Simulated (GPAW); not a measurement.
# I (Cmce) in GPAW: further runs, part 2 of 3

GPAW 26.7.0. The steps go on from the part before.

### Step 4. Dielectric tensor, PBE

This run uses another cell than the first one, of 42.63 Å³/atom, 1.031 times its volume.

run.py

```python
import numpy as np
from ase import Atoms
from ase.dft.bandgap import bandgap
from ase.io import write
from gpaw import GPAW, PW
from gpaw.response.df import DielectricFunction

atoms = Atoms(['I', 'I', 'I', 'I'],
              cell=[[3.635035, -2.39502, 0.0],
                    [3.635035, 2.39502, 0.0],
                    [0.0, 0.0, 9.79344]],
              scaled_positions=[[0.6493, 0.3507, 0.3844],
                                [0.1493, 0.8507, 0.1156],
                                [0.3507, 0.6493, 0.6156],
                                [0.8507, 0.1493, 0.8844]],
              pbc=True)

calc = GPAW(mode=PW(400),
            xc='PBE',
            kpts={'size': (6, 6, 3), 'gamma': True},
            occupations={'name': 'fermi-dirac', 'width': 0.001},
            nbands=26,
            convergence={'density': 1e-06},
            maxiter=150,
            txt='gpaw.txt')
atoms.calc = calc
energy = atoms.get_potential_energy()
calc.write('gs.gpw')
write('result.traj', atoms)
print(f'Energy: {energy:.6f} eV')
print('Fermi level:', round(calc.get_fermi_level(), 4), 'eV')
print(f'Gap: {bandgap(calc)[0]:.4f} eV, direct: {bandgap(calc, direct=True)[0]:.4f} eV')

for size in [(8, 8, 4)]:
    name = 'x'.join(str(n) for n in size)
    dense = calc.fixed_density(kpts={'size': size, 'gamma': True},
                               nbands=60, convergence={'bands': 54, 'eigenstates': 1e-7},
                               update_fermi_level=True, txt=f'dense-{name}.txt')
    dense.write(f'{name}.gpw', mode='all')
    df = DielectricFunction(f'{name}.gpw', frequencies=np.array([0.0]), hilbert=False, eta=0.001,
                            ecut=80, nbands=54, intraband=False, txt=f'df-{name}.txt')
    for xc in ['RPA']:
        for direction in ['x', 'y', 'z', [0, 1, 1], [1, 0, 1], [1, 1, 0]]:
            e0, e = df.get_macroscopic_dielectric_constant(xc=xc, direction=direction)
            print(f'{name} {xc} {direction}: {e0:.4f} without, {e:.4f} with local fields')
```

Potentials or basis: GPAW PAW data sets (gpaw-data 1.2.1), pw.

On the command line:

```bash
> OMP_NUM_THREADS=1 python run.py
```

gpaw.txt:

```text
__  _  _
 | _ |_)|_||  |
 |__||  | ||/\| - 26.7.0

Input parameters:
  mode=PW(ecut=400.0),
  convergence={'density': 1e-06},
  kpts=MonkhorstPack(size=(6, 6, 3), gamma=True),
  maxiter=150,
  nbands=26,
  occupations=Occupations(name='fermi-dirac', width=0.001),
  xc=XC(name='PBE')

Diagonalizing LCAO Hamiltonian
Converting LCAO to pw mode

       I

         I

        I

          I

Atoms  # Å, Bohr magnetons
|   | symbol |        x |         y |        z |    initial magnetic moments |
|---|--------|----------|-----------|----------|-----------------------------|
| 0 |      I | 3.635035 | -0.715153 | 3.764598 | ( 0.0000,  0.0000,  0.0000) |
| 1 |      I | 3.635035 |  1.679867 | 1.132122 | ( 0.0000,  0.0000,  0.0000) |
| 2 |      I | 3.635035 |  0.715153 | 6.028842 | ( 0.0000,  0.0000,  0.0000) |
| 3 |      I | 3.635035 | -1.679867 | 8.661318 | ( 0.0000,  0.0000,  0.0000) |

Unit cell  # Å
| periodic |        x |         y |        z |  lengths |    angles |
|----------|----------|-----------|----------|----------|-----------|
|      yes | 3.635035 | -2.395020 | 0.000000 | 4.353114 | 90.000000 |
|      yes | 3.635035 |  2.395020 | 0.000000 | 4.353114 | 90.000000 |
|      yes | 0.000000 |  0.000000 | 9.793440 | 9.793440 | 66.759476 |

Number of symmetries: 4
Symmetry operations  # r_c * U_cc + t_c -> r_c
|   | kind |            matrix            |
|---|------|------------------------------|
| 0 |  E   |  1, 0, 0,  0, 1, 0,  0, 0, 1 |
| 1 |  C2  |  0, 1, 0,  1, 0, 0,  0, 0,-1 |
| 2 |  σ   |  0,-1, 0, -1, 0, 0,  0, 0, 1 |
| 3 |  i   | -1, 0, 0,  0,-1, 0,  0, 0,-1 |

BZ-sampling:
  Number of BZ points: 108
  Number of IBZ points: 34

  Monkhorst-Pack size: [6, 6, 3]
  Monkhorst-Pack shift: [0.08333333333333333, 0.08333333333333333, 0.0]

K-points  # in reciprocal-cell coordinates
|     |                                coordinates |     weight |
|-----|--------------------------------------------|------------|
|   0 | (  0.00000000,   0.00000000,   0.00000000) | 0.00925926 |
|   1 | (  0.00000000,   0.00000000,   0.33333333) | 0.01851852 |
|   2 | (  0.16666667,  -0.16666667,  -0.33333333) | 0.01851852 |
|   3 | (  0.16666667,  -0.16666667,   0.00000000) | 0.01851852 |
|   4 | (  0.16666667,  -0.16666667,   0.33333333) | 0.01851852 |
|   5 | (  0.16666667,   0.00000000,  -0.33333333) | 0.03703704 |
|   6 | (  0.16666667,   0.00000000,   0.00000000) | 0.03703704 |
|   7 | (  0.16666667,   0.00000000,   0.33333333) | 0.03703704 |
|   8 | (  0.16666667,   0.16666667,   0.00000000) | 0.01851852 |
|   9 | (  0.16666667,   0.16666667,   0.33333333) | 0.03703704 |
| ... |                                            |            |
|  33 | (  0.50000000,   0.50000000,   0.33333333) | 0.01851852 |

Plane wave coefficients: 3113
Cutoff: 400.0 eV

Spin-components: 1 (collinear spins)
Bands:           26
Projectors:      20
Spin-degeneracy: 2
Datatype:        complex128

Parallelization:
  kpt:    1
  domain: 1
  band:   1

Density:
  Valence electrons: 28.0
  Components: 1
  Grid points: [21 21 48]
  Charge: 0.0  # |e|

Potential:
  Grid points: [21 21 48]

species:
  I:
    name:    Iodine
    Z:       53.0
    valence: 7
    core:    46
    charge:  0.0  # [|e|]
    compensation charges:
      type: gauss
      rc: 0.37  # [Å]
      lmax: 2
    cutoffs:
      filter: 2.06  # [Å]
      core: 2.90  # [Å]
    projectors
    | kind |    occ | energy [eV] | rcut [Å] |
    |------|--------|-------------|----------|
    |   5s |  2.000 |     -17.382 |    1.164 |
    |   5p |  5.000 |      -7.088 |    1.164 |
    |    s |        |       9.829 |    1.164 |
    |    p |        |      20.123 |    1.164 |
    |    d |        |       0.000 |    1.164 |

    Using partial waves for I as LCAO basis

Reference energy: -774163.182665  # eV

eigensolver:
  PPCG
  Converge bands: occupied
  niter=2

density mixing:
  MSR1-Mixer
  Pratt-step length: 0.05
  Maximum mixing coefficient: 0.75
  Old densities: 10
  SVD Regularization: 0.005
  Good broyden scale: 1.0
  Trust region scale: 1.0
  Backstep threshold: 4.0
  History deletion threshold: 6.0
  Fourier metric: weight=20.0, sigma=0.015

occupation numbers:
  Fermi-Dirac:
    width: 0.0010  # eV

poisson solver:
  ecut: 3200.0  # eV

xc functional:
  name: PBE with 2 nearest neighbor stencil

convergence criteria:
- Maximum integral of absolute [dens]ity change: 1e-06 electrons / valence electron
- Maximum [total energy] change in last 3 cyles: 0.0005 eV / valence electron
- Maximum integral of absolute [eigenst]ate change: 4e-08 eV^2 / valence electron
maximum number of iterations: 150

SCF iterations
|iter     | |      energy | eigst |  dens |
|---------|-|-------------|-------|-------|
|iter:   1| |   -5.989833 | -0.82 |       |
|iter:   2| |   -5.957674 | -2.80 | -1.15 |
|iter:   3| |   -5.722098 | -2.42 | -1.18 |
|iter:   4| |   -5.712204 | -3.52 | -1.74 |
|iter:   5| |   -5.712241c| -4.78 | -2.44 |
|iter:   6| |   -5.712274c| -5.98 | -3.08 |
|iter:   7| |   -5.712274c| -6.74 | -3.50 |
|iter:   8| |   -5.712271c| -7.49c| -3.78 |
|iter:   9| |   -5.712271c| -7.72c| -4.42 |
|iter:  10| |   -5.712271c| -8.18c| -4.87 |
|iter:  11| |   -5.712271c| -9.20c| -5.71 |
|iter:  12| |   -5.712271c| -9.71c| -6.38c|

Converged in 12 steps
Energy contributions relative to reference atoms: (reference = -774163.182665)

Energy contributions:
  Kinetic:          15.122872
  Coulomb:         -12.979082
  Zero:             -0.027024
  External:          0.000000
  Xc:               -7.829037
  Entropy:          -0.000000
  Spinorbit:         0.000000
  ----------------------------
  Free energy:      -5.712271
  Extrapolated:     -5.712271

dipole moment: (0.000127, 0.000000, 0.000171)  # |e|*Ang

Fermi level: 3.304
Eigenvalues  # (at kpt = [0.000, 0.000, 0.000])
| band index |      eig [eV] | occ [0-2] |
|------------|---------------|-----------|
|          0 |       -11.160 |     2.000 |
|        ... |               |           |
|          6 |         0.636 |     2.000 |
|          7 |         0.701 |     2.000 |
|          8 |         1.163 |     2.000 |
|          9 |         1.287 |     2.000 |
|         10 |         1.307 |     2.000 |
|         11 |         1.879 |     2.000 |
|         12 |         2.354 |     2.000 |
|         13 |         2.421 |     2.000 |
|         14 |         3.815 |     0.000 |
|         15 |         4.642 |     0.000 |
|         16 |         7.723 |     0.000 |
|         17 |         7.751 |     0.000 |
|         18 |         7.914 |     0.000 |
|         19 |         9.474 |     0.000 |
|         20 |         9.842 |     0.000 |
|         21 |         9.983 |     0.000 |
|        ... |               |           |
|         25 |        11.194 |     0.000 |

Gap: 1.303 eV
Transition (v -> c):
  (s=0, k=0, n=13, [0.00, 0.00, 0.00]) -> (s=0, k=32, n=14, [0.50, 0.50, 0.00])
Direct/indirect transitions are different
Direct gap: 1.394 eV
Transition at: (s=0, k=0, n=13, [0.00, 0.00, 0.00])
# Writing to gs.gpw (mode='')
```

stdout:

```text
Energy: -5.712271 eV
Fermi level: 3.3041 eV
Gap: 1.3033 eV, direct: 1.3935 eV
8x8x4 RPA x: 3.6597 without, 3.0493 with local fields
8x8x4 RPA y: 9.2107 without, 6.8505 with local fields
8x8x4 RPA z: 14.7180 without, 12.7854 with local fields
8x8x4 RPA [0, 1, 1]: 11.9644 without, 9.8179 with local fields
8x8x4 RPA [1, 0, 1]: 9.1889 without, 7.9174 with local fields
8x8x4 RPA [1, 1, 0]: 6.4352 without, 4.9499 with local fields
```

df-8x8x4.txt:

```text
FrequencyGridDescriptor(from 0.000 to 0.000 eV, 1 points)
FrequencyGridDescriptor(from 0.000 to 0.000 eV, 1 points)

Calculating chi0 body with:
    Ground state adapter containing:
    Number of spins: 1
    Number of kpoints: 256
    Number of irreducible kpoints: 78
    Number of completely occupied states: 14
    Number of partially occupied states: 14

    Linear response parametrization:
    q_c: [0.0, 0.0, 0.0]
    Number of frequency points: 1
    Planewave cutoff: 80.0
    Number of bands: 54
    Number of planewaves: 281
    Broadening (eta): 0.001

Integrating chi0 body.

Symmetries of q_c:
    Direct symmetries (Uq -> q): 4
    Indirect symmetries (TUq -> q): 0
In total 4 allowed symmetries.

Integral kind: response function

Calculating chi0 optical extensions with:
    Ground state adapter containing:
    Number of spins: 1
    Number of kpoints: 256
    Number of irreducible kpoints: 78
    Number of completely occupied states: 14
    Number of partially occupied states: 14

    Linear response parametrization:
    Number of frequency points: 1
    Planewave cutoff: 80.0
    Number of bands: 54
    Number of planewaves: 281
    Broadening (eta): 0.001
Integrating chi0 head and wings.

Symmetries of q_c:
    Direct symmetries (Uq -> q): 4
    Indirect symmetries (TUq -> q): 0
In total 4 allowed symmetries.

Integral kind: response function wings

Finished calculating chi0
```

Run time: 4.8 min. Hardware: 1 thread of AMD EPYC 7R43 (Zen 3), shared host; peak memory 0.61 GiB.

Results:

| Item | Value |
| --- | --- |
| Free energy | -5.7123 eV |
| Band gap on the k mesh | 1.30 eV, indirect (least direct gap 1.39 eV) |
| Electronic dielectric tensor (diagonal) | 3.05, 6.85, 12.79 |

Electronic dielectric tensor:
```
 3.05  0.00  0.00
 0.00  6.85  0.00
 0.00  0.00 12.79
```

Caveat: the long-wavelength limit can be off by a per cent or two; spin-orbit coupling is left out, which moves the levels of the heavy elements. A k mesh can miss the band edges.

### Step 5. Dielectric tensor, PBE

This run uses another cell than the first one, of 43.27 Å³/atom, 1.046 times its volume.

Edit run.py of step 4 so:

```diff
@@ -10,3 +10,3 @@
                     [3.635035, 2.39502, 0.0],
-                    [0.0, 0.0, 9.79344]],
+                    [0.0, 0.0, 9.9403416]],
               scaled_positions=[[0.6493, 0.3507, 0.3844],
```

Potentials or basis: GPAW PAW data sets (gpaw-data 1.2.1), pw.

On the command line:

```bash
> OMP_NUM_THREADS=1 python run.py
```

gpaw.txt:

```text
__  _  _
 | _ |_)|_||  |
 |__||  | ||/\| - 26.7.0

Input parameters:
  mode=PW(ecut=400.0),
  convergence={'density': 1e-06},
  kpts=MonkhorstPack(size=(6, 6, 3), gamma=True),
  maxiter=150,
  nbands=26,
  occupations=Occupations(name='fermi-dirac', width=0.001),
  xc=XC(name='PBE')

Diagonalizing LCAO Hamiltonian
Converting LCAO to pw mode

       I

         I

        I

          I

Atoms  # Å, Bohr magnetons
|   | symbol |        x |         y |        z |    initial magnetic moments |
|---|--------|----------|-----------|----------|-----------------------------|
| 0 |      I | 3.635035 | -0.715153 | 3.821067 | ( 0.0000,  0.0000,  0.0000) |
[... 129 lines left out ...]
|iter:   1| |   -6.038630 | -0.85 |       |
|iter:   2| |   -6.004895 | -2.83 | -1.14 |
|iter:   3| |   -5.761142 | -2.40 | -1.17 |
|iter:   4| |   -5.751097 | -3.51 | -1.74 |
|iter:   5| |   -5.751123c| -4.79 | -2.43 |
|iter:   6| |   -5.751155c| -6.02 | -3.08 |
|iter:   7| |   -5.751156c| -6.79 | -3.54 |
|iter:   8| |   -5.751153c| -7.50c| -3.78 |
|iter:   9| |   -5.751153c| -7.71c| -4.41 |
|iter:  10| |   -5.751153c| -8.16c| -4.84 |
|iter:  11| |   -5.751153c| -9.22c| -5.68 |
|iter:  12| |   -5.751153c| -9.76c| -6.35c|

Converged in 12 steps
Energy contributions relative to reference atoms: (reference = -774163.182665)

Energy contributions:
  Kinetic:          11.315737
  Coulomb:          -9.791461
  Zero:             -0.023797
  External:          0.000000
  Xc:               -7.251632
  Entropy:          -0.000000
  Spinorbit:         0.000000
  ----------------------------
  Free energy:      -5.751153
  Extrapolated:     -5.751153

dipole moment: (0.000127, -0.000000, 0.000174)  # |e|*Ang

Fermi level: 3.083
Eigenvalues  # (at kpt = [0.000, 0.000, 0.000])
| band index |      eig [eV] | occ [0-2] |
|------------|---------------|-----------|
|          0 |       -11.186 |     2.000 |
|        ... |               |           |
|          6 |         0.576 |     2.000 |
|          7 |         0.619 |     2.000 |
|          8 |         1.093 |     2.000 |
|          9 |         1.192 |     2.000 |
|         10 |         1.207 |     2.000 |
|         11 |         1.738 |     2.000 |
[... 8 lines left out ...]
|         20 |         9.658 |     0.000 |
|         21 |         9.893 |     0.000 |
|        ... |               |           |
|         25 |        11.087 |     0.000 |

Gap: 1.172 eV
Transition (v -> c):
  (s=0, k=0, n=13, [0.00, 0.00, 0.00]) -> (s=0, k=32, n=14, [0.50, 0.50, 0.00])
Direct/indirect transitions are different
Direct gap: 1.254 eV
Transition at: (s=0, k=0, n=13, [0.00, 0.00, 0.00])
# Writing to gs.gpw (mode='')
```

stdout:

```text
Energy: -5.751153 eV
Fermi level: 3.0827 eV
Gap: 1.1723 eV, direct: 1.2536 eV
8x8x4 RPA x: 3.6402 without, 3.0400 with local fields
8x8x4 RPA y: 9.4315 without, 6.9579 with local fields
8x8x4 RPA z: 15.4469 without, 13.4168 with local fields
8x8x4 RPA [0, 1, 1]: 12.4392 without, 10.1874 with local fields
8x8x4 RPA [1, 0, 1]: 9.5435 without, 8.2284 with local fields
8x8x4 RPA [1, 1, 0]: 6.5358 without, 4.9989 with local fields
```

df-8x8x4.txt:

```text
FrequencyGridDescriptor(from 0.000 to 0.000 eV, 1 points)
FrequencyGridDescriptor(from 0.000 to 0.000 eV, 1 points)

Calculating chi0 body with:
    Ground state adapter containing:
    Number of spins: 1
    Number of kpoints: 256
    Number of irreducible kpoints: 78
    Number of completely occupied states: 14
    Number of partially occupied states: 14

    Linear response parametrization:
    q_c: [0.0, 0.0, 0.0]
    Number of frequency points: 1
    Planewave cutoff: 80.0
    Number of bands: 54
    Number of planewaves: 281
    Broadening (eta): 0.001

Integrating chi0 body.

Symmetries of q_c:
    Direct symmetries (Uq -> q): 4
    Indirect symmetries (TUq -> q): 0
In total 4 allowed symmetries.

Integral kind: response function

Calculating chi0 optical extensions with:
    Ground state adapter containing:
    Number of spins: 1
    Number of kpoints: 256
    Number of irreducible kpoints: 78
    Number of completely occupied states: 14
    Number of partially occupied states: 14

    Linear response parametrization:
    Number of frequency points: 1
    Planewave cutoff: 80.0
    Number of bands: 54
    Number of planewaves: 281
    Broadening (eta): 0.001
Integrating chi0 head and wings.

Symmetries of q_c:
    Direct symmetries (Uq -> q): 4
    Indirect symmetries (TUq -> q): 0
In total 4 allowed symmetries.

Integral kind: response function wings

Finished calculating chi0
```

Wall time 4.8 min (1 thread of AMD EPYC 7R43 (Zen 3), shared host); peak memory 0.62 GiB.

Results:

```yaml
Free_energy: -5.7512 eV
Band_gap_on_the_k_mesh: 1.17 eV, indirect (least direct gap 1.25 eV)
Electronic_dielectric_tensor_diagonal: 3.04, 6.96, 13.42
```

Electronic dielectric tensor:
```
 3.04  0.00  0.00
 0.00  6.96  0.00
 0.00  0.00 13.42
```

Caveat: the long-wavelength limit can be off by a per cent or two; spin-orbit coupling is left out, which moves the levels of the heavy elements.

[end of part 2 of 3]
